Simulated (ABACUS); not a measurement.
# NaH (Fm-3m) in ABACUS: further runs, part 2 of 2

ABACUS 3.10.1. Earlier steps stand in the parts before.

### Step 4. Single point, PBE

INPUT

```
INPUT_PARAMETERS
suffix              NaH
calculation         scf
basis_type          lcao
pseudo_dir          ./
orbital_dir         ./
symmetry            1
dft_functional      pbe
ecutwfc             100
pseudo_rcut         10
nspin               1
nbands              9
ks_solver           genelpa
smearing_method     fd
smearing_sigma      0.00367493
scf_thr             1e-07
scf_nmax            100
mixing_type         broyden
mixing_beta         0.7
cal_force           1
cal_stress          1
out_mul             1
out_chg             1
out_pot             2
out_elf             1
```

STRU

```
ATOMIC_SPECIES
Na 22.9898 Na.upf
H 1.0080 H.upf

NUMERICAL_ORBITAL
Na_confined-atom_9au_4s3p2d1f.orb
H_confined-atom_6au_3s2p.orb

LATTICE_CONSTANT
1.8897261246

LATTICE_VECTORS
0.0000000000 2.4400000000 2.4400000000
2.4400000000 0.0000000000 2.4400000000
2.4400000000 2.4400000000 0.0000000000

ATOMIC_POSITIONS
Direct

Na
0.0
1
0.0000000000 0.0000000000 0.0000000000 1 1 1

H
0.0
1
0.5000000000 0.5000000000 0.5000000000 1 1 1
```

KPT

```
K_POINTS
0
Gamma
9 9 9 0 0 0
```

Potentials or basis: PseudoDojo NC SR 0.4.1 PBE standard, TZDP LCAO (the cutoffs set its grid).

On the command line:

```sh
$ OMP_NUM_THREADS=1 mpirun -np 4 abacus > log
```

running log:

```text
ABACUS v3.10.1

               Atomic-orbital Based Ab-initio Computation at UStc

 ------------------------------------------------------------------------------------

 READING GENERAL INFORMATION
                           global_out_dir = OUT.NaH/
                           global_in_card = INPUT
                               pseudo_dir = ./
                              orbital_dir = ./
                                    DSIZE = 4
                                    GSIZE = 1
[... 5 lines left out ...]

 READING ATOM TYPE 1
                               atom label = Na
                      L=0, number of zeta = 4
                      L=1, number of zeta = 3
                      L=2, number of zeta = 2
                      L=3, number of zeta = 1
             number of atom for this type = 1

 READING ATOM TYPE 2
                               atom label = H
                      L=0, number of zeta = 3
                      L=1, number of zeta = 2
             number of atom for this type = 1

                        TOTAL ATOM NUMBER = 2
DIRECT COORDINATES
    atom                   x                   y                   z     mag                  vx                  vy                  vz
taud_Na1            0.0000000000        0.0000000000        0.0000000000  0.0000        0.0000000000        0.0000000000        0.0000000000
taud_H1            0.5000000000        0.5000000000        0.5000000000  0.0000        0.0000000000        0.0000000000        0.0000000000

                          Volume (Bohr^3) = 196.063
                             Volume (A^3) = 29.0535

 Lattice vectors: (Cartesian coordinate: in unit of a_0)
                   +0               +2.44               +2.44
                +2.44                  +0               +2.44
                +2.44               +2.44                  +0
 Reciprocal vectors: (Cartesian coordinate: in unit of 2 pi/a_0)
            -0.204918           +0.204918           +0.204918
            +0.204918           -0.204918           +0.204918
            +0.204918           +0.204918           -0.204918
 The esolver type has been set to : ksdft_lcao

                PAO radial cut off (Bohr) = 10

[... 220 lines left out ...]
 Density error is 0.0864200289679
----------------------------------------------------------
     Energy           Rydberg                 eV
----------------------------------------------------------
 E_KohnSham     -92.6120322281       -1260.0513416613
 E_Harris       -93.4927230382       -1272.0337548554
 E_Fermi        0.1320476098         1.7965999001
----------------------------------------------------------
[... 80 lines left out ...]
 Density error is 1.24725641501e-08
----------------------------------------------------------
     Energy           Rydberg                 eV
----------------------------------------------------------
 E_KohnSham     -92.6225895058       -1260.1949807942
 E_KS(sigma->0) -92.6225895058       -1260.1949807942
 E_Harris       -92.6225895349       -1260.1949811905
 E_band         -16.9069120216       -230.0303390781
 E_one_elec     -72.3732186734       -984.6881565586
 E_Hartree      37.1223706926        505.0757646871
 E_xc           -14.4765194782       -196.9631521118
 E_Ewald        -42.8952220467       -583.6194368110
 E_entropy(-TS) -0.0000000000        -0.0000000000
 E_descf        0.0000000000         0.0000000000
 E_exx          0.0000000000         0.0000000000
 E_Fermi        0.1486814709         2.0229151914
----------------------------------------------------------

 charge density convergence is achieved
 final etot is -1260.1949808 eV
 EFERMI = 2.0229151914 eV
The vacuum level is 3.4409719008 eV

 STATE ENERGY(eV) AND OCCUPATIONS    NSPIN == 1
 1/35 kpoint (Cartesian) = 0.0000 0.0000 0.0000 (821 pws)
       1       -49.6853     0.00274348
       2       -21.5838     0.00274348
       3       -21.5838     0.00274348
       4       -21.5838     0.00274348
       5       -2.92492     0.00274348
       6        10.7910    1.90407e-79
       7        16.1167        0.00000
       8        16.1167        0.00000
       9        16.1167        0.00000
[... 45 lines left out ...]
 6/35 kpoint (Cartesian) = 0.0000 0.0000 0.045537 (828 pws)
       1       -49.6844      0.0164609
       2       -21.5935      0.0164609
       3       -21.5871      0.0164609
       4       -21.5871      0.0164609
       5       -2.65063      0.0164609
       6        10.0134    6.48169e-72
       7        14.2658        0.00000
       8        14.2658        0.00000
       9        14.3206        0.00000

[... levels at 29 further k points ...]

 correction force for each atom along direction 1 is 5.59642e-14
 correction force for each atom along direction 2 is 2.17882e-14
 correction force for each atom along direction 3 is -4.98511e-14
------------------------------------------------------------------------------------------
 TOTAL-FORCE (eV/Angstrom)
------------------------------------------------------------------------------------------
                       Na1         0.0000000000         0.0000000000         0.0000000000
                        H1         0.0000000000         0.0000000000         0.0000000000
------------------------------------------------------------------------------------------

----------------------------------------------------------------
 TOTAL-STRESS (KBAR)
----------------------------------------------------------------
        -5.8842634230        -0.0000000000        -0.0000000000
         0.0000000000        -5.8842634230         0.0000000000
        -0.0000000000         0.0000000000        -5.8842634230
----------------------------------------------------------------
 TOTAL-PRESSURE: -5.884263 KBAR

 --------------------------------------------
 !FINAL_ETOT_IS -1260.1949807942296502 eV
 --------------------------------------------
```

mulliken.txt:

```text
 0
CALCULATE THE MULLIkEN ANALYSIS FOR EACH ATOM
 Total charge:	10
Decomposed Mulliken populations
0                             Zeta of Na              Spin 1
s                                      0              1.9958
[... 52 lines left out ...]
SUM OVER M+Zeta                                       1.4200

pz                                     0              0.0120
px                                     0              0.0039
py                                     0              0.0074
SUM OVER M                                            0.0232
pz                                     1              0.0014
px                                     1              0.0005
py                                     1              0.0021
SUM OVER M                                            0.0041
SUM OVER M+Zeta                                       0.0273

SUM OVER M+Zeta+L                                     1.4474

Total Charge on atom:                  H              1.4474
```

Wall time 14 s (4 MPI ranks of AMD EPYC 7B13 (Zen 3), shared host); peak memory 0.48 GiB.

What came out:

| Property | Result |
| --- | --- |
| Free energy | -1260.1950 eV |
| Pressure | -0.6 GPa |
| Band gap on the k mesh | 4.02 eV, indirect (least direct gap 4.71 eV) |
| Mulliken charges | Na +0.45; H -0.45 e |

Levels at points of the mesh, in eV from the valence-band top:
```csv
k point,band 3,band 4,band 5,band 6,band 7,band 8
"(0.00, 0.00, 0.00)",-22.13,-22.13,-3.47,10.25,15.57,15.57
```

Caveat: the atomic orbitals were generated for these runs and aren't a published set; Mulliken charges move with the basis; an odd mesh through Γ misses points on the zone boundary, where band edges often lie; the basis of atomic orbitals isn't converged, which shifts pressures, moduli and gaps. A hybrid or GW would open this gap; PBE tends to underestimate it.

### Step 5. Overview

```tsv
potentials or basis	cell	gap on the mesh (eV)	pressure (GPa)
PseudoDojo NC SR 0.4.1 PBE standard, DZP LCAO (the cutoffs set its grid)	as given	4.02	-0.7
PseudoDojo NC SR 0.4.1 PBE standard, DZP LCAO (the cutoffs set its grid)	atoms moved at random, drawn with an rms of 0.05 Å	4.02	-0.7
PseudoDojo NC SR 0.4.1 PBE standard, TZDP LCAO (the cutoffs set its grid)	as given	4.02	-0.6
```

Alike in all rows: task single point; level PBE; no spin polarisation; k mesh 9 × 9 × 9; cutoff (eV) 1361; smearing fermi-dirac 0.05 eV.

Caveats: the atomic orbitals were generated for these runs and aren't a published set; an odd mesh through Γ misses points on the zone boundary, where band edges often lie; the basis of atomic orbitals isn't converged, which shifts pressures, moduli and gaps.

Absolute energies hang on the potentials; compare differences alone.
